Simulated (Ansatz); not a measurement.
Here is an unrelaxed guess for KTaO3.

```
K Ta O
1.0
     2.69956    1.55859    3.10833
    -2.69956    1.55859    3.10833
     0.00000   -3.11718    3.10833
K Ta O
1 1 3
Direct
  0.00000 0.00000 0.00000
  0.50000 0.50000 0.50000
  0.50000 0.50000 0.00000
  0.00000 0.50000 0.50000
  0.50000 0.00000 0.50000
```

Method: Ansatz, DFT PBE, scalar-relativistic, plane waves, PAW. Plane waves to 420 eV, a k mesh through Γ of 6×6×6 on the computed 5-atom cell and Gaussian smearing (0.10 eV); no spin polarisation.

Formation energies are uncorrected and refer to the elements' standard structures at the same level (O₂ as a molecule).

Task: Estimate its pressure, forces and energy as it stands.

Result: The pressure is -21.4 GPa (the mean over three directions, positive in compression), the largest force is 0.00 eV/Å (symmetry fixes the atoms), and the energy is −1.78 eV/atom against the elements. The shortest distance is 2.20 Å.

Task: Is it a good guess?

Result: A rough one: relaxing gains about 0.88 eV/atom in 12 ionic steps and ends at −2.658 eV/atom on the finer mesh. The symmetry goes from R-3m (No. 166) to Pm-3m (No. 221). The end has the cubic perovskite type. The volume per atom shrinks by 16.9 %, from 15.7 to 13.0 Å³. The shortest distance goes from 2.20 Å (Ta–O) to 2.01 Å (Ta–O). Conventional cell: a = 4.024 Å. K is surrounded by 12 O at 2.85 Å and 8 Ta at 3.49 Å; Ta has 6 O at 2.01 Å and 8 K at 3.49 Å; around O lie 2 Ta at 2.01 Å, 4 K at 2.85 Å and 8 O at 2.85 Å.

The last run used an 8×8×8 mesh for its 5-atom cell and Gaussian smearing of 0.02 eV. Spin–orbit coupling, which can matter for Ta, is left out. The relaxation can't lower the symmetry of the start, and the grade says only how near the guess is to its own end. Symmetry constrained the relaxation, so the result can be a saddle point.
